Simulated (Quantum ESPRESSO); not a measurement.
# CuO (Tenorite) under changes of volume

One of the cells (10.163 Å³/atom); the others are scaled copies at fixed shape and fractional positions:

```
Cu O
1.0
     2.34465   -1.71340    0.00000
     2.34465    1.71340    0.00000
    -0.86055    0.00000    5.05944
Cu O
2 2
Direct
  0.49680 0.00320 0.50000
  0.00320 0.49680 0.00000
  0.40560 0.57140 0.75370
  0.57140 0.40560 0.25370
```

```yaml
Program: Quantum ESPRESSO 7.5
Functional: PBE
Potentials_or_basis: SSSP 1.3 efficiency PBE
Cutoff: 748 eV
Density_cutoff: 5987 eV
k_mesh: 10 × 10 × 5
Occupations: fermi-dirac, width 0.05 eV
Spin: no spin polarisation
```

```csv
volume (Å³/atom),energy over the lowest point (meV/atom),pressure (GPa),largest force (eV/Å)
9.553,52.55,18.8,0.980
9.756,31.27,13.8,0.907
9.959,15.96,9.4,0.839
10.163,?,?,?
10.366,0.86,1.9,0.731
10.569,0.00,-1.3,0.719
10.772,2.99,-4.2,0.714
```

Problem. What does the run at 10.163 Å³/atom give?

Solution. Energy over the lowest point 6.02 meV/atom; pressure 5.4 GPa; largest force 0.775 eV/Å.

Worked out: A Birch-Murnaghan fit of order 3 (a polynomial in V^(-2/3)) to the other rows has its minimum at 10.51 Å³/atom with B0 = V·E''(V) = 162 GPa and B' = 4.7 at fixed shape and positions, which overstates the stiffness. It gives 5.99 meV/atom at 10.163 Å³/atom, against the run's 6.02, and -dE/dV = 5.9 GPa, against 5.4.

Energies are extrapolated to zero smearing.

Caveats: the run has no spin polarisation, though such a crystal can be magnetic.
